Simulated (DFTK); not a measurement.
# GaN (P6_3mc) in DFTK: notebook

The runs below take GaN through single point, with BLYP, AM05, WC.

Everything below comes from runs of DFTK 0.8.2. Logs are shortened: lines on timing, memory, paths and dates and some standing lists are left out, and cuts for length are marked.

**Experimental background.**

From “Studying electronic properties in GaN without electrical contacts using γ-γ vs e−-γ Perturbed Angular Correlations”, 2019, pmc:6823545, for a bulk crystal of GaN: band gap 3.503 ± 0.005 eV (direct).

The results are compared with them further down.

## Step 1: The structure

It takes space group P6_3mc (No. 186, hexagonal). Conventional cell: a = 3.180 Å, b = 3.180 Å, c = 5.166 Å, α = 90.00°, β = 90.00°, γ = 120.00°. Around Ga (site symmetry 3m) lie 4 N at 1.94 to 1.95 Å. Around N (site symmetry 3m) lie 4 Ga at 1.94 to 1.95 Å.

## Step 2: Single point, BLYP

run.jl reads:

```julia
using DFTK
using PseudoPotentialData
using Unitful, UnitfulAtomic
using LinearAlgebra, Printf
include("save.jl")
disable_threading()

# lattice vectors are the columns
lattice = austrip(1u"Å") * [          3.18          -1.59            0.0;
                      0.0    2.753960784            0.0;
                      0.0            0.0          5.166]
symbols   = [:Ga, :Ga, :N, :N]
positions = [[0.6666666667, 0.3333333333, 0.5],
             [0.3333333333, 0.6666666667, 0.0],
             [0.6666666667, 0.3333333333, 0.875],
             [0.3333333333, 0.6666666667, 0.375]]
pseudopotentials = Dict(:Ga => "Ga.upf", :N => "N.upf")
elements = Dict(s => ElementPsp(s, pseudopotentials; rcut=10.0) for s in unique(symbols))
atoms    = [elements[s] for s in symbols]

build_model(lattice, positions; symmetries=true) =
    model_DFT(lattice, atoms, positions;
              functionals=[:gga_x_b88, :gga_c_lyp],
              temperature=austrip(0.05u"eV"),
              smearing=Smearing.FermiDirac(),
              symmetries)
Ecut  = 45.0  # hartree
kgrid = [9, 9, 4]
tol   = 1e-6
to_GPa = ustrip(uconvert(u"GPa", 1u"hartree/bohr^3"))

model = build_model(lattice, positions)
basis = PlaneWaveBasis(model; Ecut, kgrid)
display(basis)
scfres = self_consistent_field(basis;
                               tol,
                               nbandsalg=AdaptiveBands(model; n_bands_converge=23))
display(scfres.energies)
@printf "Fermi level: %.6f eV\n" ustrip(auconvert(u"eV", something(scfres.εF, NaN)))
forces = compute_forces_cart(scfres)
println("Forces (eV/Å)")
for (s, f) in zip(symbols, forces)
    @printf "%-3s %12.6f %12.6f %12.6f\n" s ustrip.(auconvert.(u"eV/Å", f))...
end
stress = compute_stresses_cart(scfres)
println("Stress (GPa)")
display(round.(stress * to_GPa; digits=4))
println("Levels at the first k-point (eV): ", round.(ustrip.(auconvert.(u"eV", scfres.eigenvalues[1][1:scfres.n_bands_converge])); digits=4))
save_scf!(scfres; forces, stress)
```

Potentials or basis: SG15 1.2 (PBE).

Launch:

```
julia --threads=1 run.jl  # save.jl only writes the numbers to a file and isn't shown; printed stress counts tension as positive; times include loading and compiling
```

Log:

```text
PlaneWaveBasis discretization:

    Ecut                 : 45.0 Ha
    fft_size             : (40, 40, 64), 102400 total points
    kgrid                : MonkhorstPack([9, 9, 4])
    num.   red. kpoints  : 324
    num. irred. kpoints  : 48

    Discretized Model(gga_x_b88+gga_c_lyp, 3D):
        lattice (in Bohr)    : [6.00933   , -3.00466  , 0         ]
                               [0         , 5.20423   , 0         ]
                               [0         , 0         , 9.76233   ]
        unit cell volume     : 305.31 Bohr³

        atoms                : Ga₂N₂
        atom potentials      : ElementPsp(:Ga, "Ga.upf")
                               ElementPsp(:Ga, "Ga.upf")
                               ElementPsp(:N, "N.upf")
                               ElementPsp(:N, "N.upf")

        num. electrons       : 36
        spin polarization    : none
        temperature          : 0.0018375 Ha
        smearing             : DFTK.Smearing.FermiDirac()

        terms                : Kinetic()
                               AtomicLocal()
                               AtomicNonlocal()
                               Ewald(nothing)
                               PspCorrection()
                               Hartree()
                               Xc(gga_x_b88, gga_c_lyp)
                               Entropy()
n     Energy            log10(ΔE)   log10(Δρ)   Diag   Δtime
---   ---------------   ---------   ---------   ----   ------
  1   -150.8142456071                   -0.34    4.2    20.9s
  2   -151.1079134320       -0.53       -0.82    3.0    15.7s
  3   -151.1359491233       -1.55       -1.49    3.0    14.4s
  4   -151.1366062623       -3.18       -2.25    1.8    9.49s
  5   -151.1366258999       -4.71       -2.59    2.5    11.6s
  6   -151.1366331035       -5.14       -3.44    1.4    10.8s
  7   -151.1366334144       -6.51       -3.38    3.1    20.7s
  8   -151.1366335300       -6.94       -3.87    1.0    11.1s
  9   -151.1366335577       -7.56       -4.56    2.1    12.0s
 10   -151.1366335583       -9.21       -4.60    2.5    13.1s
 11   -151.1366335586       -9.53       -5.36    1.0    8.94s
 12   -151.1366335586      -10.60       -5.53    2.9    15.4s
 13   -151.1366335586      -11.43       -6.04    1.0    10.7s
Energy breakdown (in Ha):
    Kinetic             136.3486728
    AtomicLocal         -110.2235013
    AtomicNonlocal      -87.5689021
    Ewald               -117.0034742
    PspCorrection       8.0016577
    Hartree             42.5153544
    Xc                  -23.2064409
    Entropy             -0.0000000

    total               -151.136633558605
Fermi level: 6.256547 eV
Forces (eV/Å)
Ga     -0.000001    -0.000001    -0.126570
Ga      0.000000    -0.000002    -0.126570
N      -0.000000    -0.000000     0.130636
N       0.000000    -0.000000     0.130636
Stress (GPa)
3×3 StaticArraysCore.SMatrix{3, 3, Float64, 9} with indices SOneTo(3)×SOneTo(3):
 -12.0577    0.0       0.0
  -0.0     -12.0577    0.0
  -0.0       0.0     -14.5581
Levels at the first k-point (eV): [-10.7567, -9.9593, -8.5266, -8.5067, -8.5067, -8.4443, -8.4443, -8.2595, -8.2595, -8.162, -8.162, -6.7792, -1.8412, 4.1533, 4.1533, 5.1403, 5.1994, 5.1994, 7.3137, 9.5776, 14.6121, 15.1761, 15.1761]
```

Wall time 5.7 min (1 thread of Intel Xeon Platinum 8375C at 2.90GHz (Ice Lake), shared host); peak memory 2.2 GiB.

Results:

| Item | Value |
| --- | --- |
| Free energy | -4112.6373 eV |
| Pressure | 12.9 GPa |
| Largest force | 0.131 eV/Å |
| Band gap on the k mesh | 2.11 eV, direct |

Forces in eV/Å, atoms in the order of the input:
```
Ga   0.000  0.000 -0.127
Ga   0.000  0.000 -0.127
N    0.000  0.000  0.131
N    0.000  0.000  0.131
```

Caveat: the potentials were made for another functional, which shifts forces and pressure.

## Step 3: Single point, AM05

run.jl: that of step 2 with these lines changed.

```diff
@@ -22,3 +22,3 @@
     model_DFT(lattice, atoms, positions;
-              functionals=[:gga_x_b88, :gga_c_lyp],
+              functionals=[:gga_x_am05, :gga_c_am05],
               temperature=austrip(0.05u"eV"),
```

Potentials or basis: SG15 1.2 (PBE).

Launch:

```
julia --threads=1 run.jl  # save.jl only writes the numbers to a file and isn't shown; printed stress counts tension as positive; times include loading and compiling
```

It took 6.5 min on 1 thread of Intel Xeon Platinum 8375C at 2.90GHz (Ice Lake), shared host; peak memory 2.2 GiB.

Results (log left out):

- Free energy: -4102.6319 eV
- Pressure: 2.1 GPa
- Largest force: 0.134 eV/Å
- Band gap on the k mesh: 1.94 eV, direct

Forces on the atoms (eV/Å):
```
Ga   0.000  0.000 -0.134
Ga   0.000  0.000 -0.134
N    0.000  0.000  0.134
N    0.000  0.000  0.134
```

Stress tensor (GPa, compression positive):
```
1.44 0.00 0.00
0.00 1.44 0.00
0.00 0.00 3.51
```

Levels at points of the mesh, in eV from the valence-band top:
```csv
k point,band 15,band 16,band 17,band 18,band 19,band 20,band 21,band 22
"(0.00, 0.00, 0.00)",-1.09,-0.06,0.00,0.00,1.94,4.23,9.22,9.82
"(0.00, 0.00, -0.50)",-0.56,-0.56,-0.56,-0.56,4.25,4.25,8.47,8.47
```

Caveat: the potentials were made for another functional, which shifts forces and pressure.

## Step 4: Single point, WC

run.jl: that of step 3 with these lines changed.

```diff
@@ -22,3 +22,3 @@
     model_DFT(lattice, atoms, positions;
-              functionals=[:gga_x_am05, :gga_c_am05],
+              functionals=[:gga_x_wc, :gga_c_pbe],
               temperature=austrip(0.05u"eV"),
```

Launch:

```
julia --threads=1 run.jl  # save.jl only writes the numbers to a file and isn't shown; printed stress counts tension as positive; times include loading and compiling
```

Run time: 5.9 min. Hardware: 1 thread of Intel Xeon Platinum 8375C at 2.90GHz (Ice Lake), shared host; peak memory 2.2 GiB.

Results (log left out):

* Free energy: -4110.8774 eV
* Pressure: 2.5 GPa
* Largest force: 0.134 eV/Å
* Band gap on the k mesh: 1.89 eV, direct

Forces in eV/Å, atoms in the order of the input:
```
Ga   0.000  0.000 -0.134
Ga   0.000  0.000 -0.134
N    0.000  0.000  0.131
N    0.000  0.000  0.131
```

Stress tensor (GPa, compression positive):
```
1.77 0.00 0.00
0.00 1.77 0.00
0.00 0.00 3.91
```

Levels at points of the mesh, in eV from the valence-band top:
```
            k point  band 15  band 16  band 17  band 18  band 19  band 20  band 21  band 22
 (0.00, 0.00, 0.00)    -1.07    -0.06     0.00     0.00     1.89     4.22     9.15     9.84
(0.00, 0.00, -0.50)    -0.55    -0.55    -0.55    -0.55     4.22     4.22     8.45     8.45
```

Caveat: the potentials were made for another functional, which shifts forces and pressure.

## Step 5: For comparison

An earlier run on the cell as given: functional PBEsol; potentials or basis dojo.nc.sr.pbesol.v0_4_1.standard.upf (PBEsol); cutoff 1143 eV; k mesh 10 × 10 × 5; occupations fermi-dirac, width 0.05 eV; no spin polarisation.

- Pressure: 1.2 GPa
- Largest force: 0.133 eV/Å
- Band gap on the k mesh: 1.95 eV, direct

## Step 6: Overview

| level | potentials or basis | k mesh | cutoff (eV) | gap on the mesh (eV) | pressure (GPa) | largest force (eV/Å) |
| --- | --- | --- | --- | --- | --- | --- |
| BLYP | SG15 1.2 (PBE) | 9 × 9 × 4 | 1225 | 2.11 | 12.9 | 0.13 |
| AM05 | SG15 1.2 (PBE) | 9 × 9 × 4 | 1225 | 1.94 | 2.1 | 0.13 |
| WC | SG15 1.2 (PBE) | 9 × 9 × 4 | 1225 | 1.89 | 2.5 | 0.13 |
| PBEsol | dojo.nc.sr.pbesol.v0_4_1.standard.upf (PBEsol) | 10 × 10 × 5 | 1143 | 1.95 | 1.2 | 0.13 |

Alike in all rows: task single point; no spin polarisation; cell as given; smearing fermi-dirac 0.05 eV.

Caveats: the potentials were made for another functional, which shifts forces and pressure (some runs).

Total energies depend on the potentials used, so only differences within one code and one set of settings carry meaning.

## Step 7: Against experiment

Step 2. Against the measured gap of GaN, 3.503 eV (direct; quoted in “Studying electronic properties in GaN without electrical contacts using γ-γ vs e−-γ Perturbed Angular Correlations”, 2019, pmc:6823545), the calculated 2.11 eV is off by -1.39 eV. Spin-orbit coupling on Ga is left out. The value is that of BLYP, without temperature or zero-point motion. Semilocal functionals fall short of measured gaps as a rule.

Step 3. A measured gap of GaN is 3.503 eV (direct; quoted in “Studying electronic properties in GaN without electrical contacts using γ-γ vs e−-γ Perturbed Angular Correlations”, 2019, pmc:6823545); the calculated 1.94 eV misses it by -1.57 eV. Spin-orbit coupling on Ga is left out. The value is that of AM05, without temperature or zero-point motion. Semilocal functionals fall short of measured gaps as a rule.

Step 4. Measured gap of GaN: 3.503 eV (direct; quoted in “Studying electronic properties in GaN without electrical contacts using γ-γ vs e−-γ Perturbed Angular Correlations”, 2019, pmc:6823545). This calculation gives 1.89 eV (-1.61 eV). Spin-orbit coupling on Ga is left out. The value is that of WC, without temperature or zero-point motion. Semilocal functionals fall short of measured gaps as a rule.
